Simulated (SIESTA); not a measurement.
The system is Cu2O (Cuprite).

```xyz
6
Lattice="4.2600 0.0000 0.0000 0.0000 4.2600 0.0000 0.0000 0.0000 4.2600" Properties=species:S:1:pos:R:3 pbc="T T T"
Cu    3.1950    1.0650    3.1950
Cu    3.1950    3.1950    1.0650
Cu    1.0650    3.1950    3.1950
Cu    1.0650    1.0650    1.0650
O     2.1300    2.1300    2.1300
O     0.0000    0.0000    0.0000
```

Program: SIESTA 5.4.2. Alike in all runs: task band structure; potentials or basis PseudoDojo 0.4 standard (PBE files), DZP (energy shift 0.003 Ry; two zetas on semicore shells); no spin polarisation; cell as given; k mesh 6 × 6 × 6; smearing fermi-dirac 0.05 eV; grid cutoff 800 Ry; energy shift 0.003 Ry.

Question: Order these runs on this cell by their pressure, lowest first.
A. level BLYP
B. level PBE
C. level vdW-DF-cx

Answer: C (-0.3 GPa), B (4.2 GPa), A (9.2 GPa).

Caveats: short orbitals over semicore shells can move pressures by several GPa; the basis of atomic orbitals isn't converged, which shifts pressures, moduli and gaps; the potentials were made for another functional, which shifts forces and pressure (some runs).
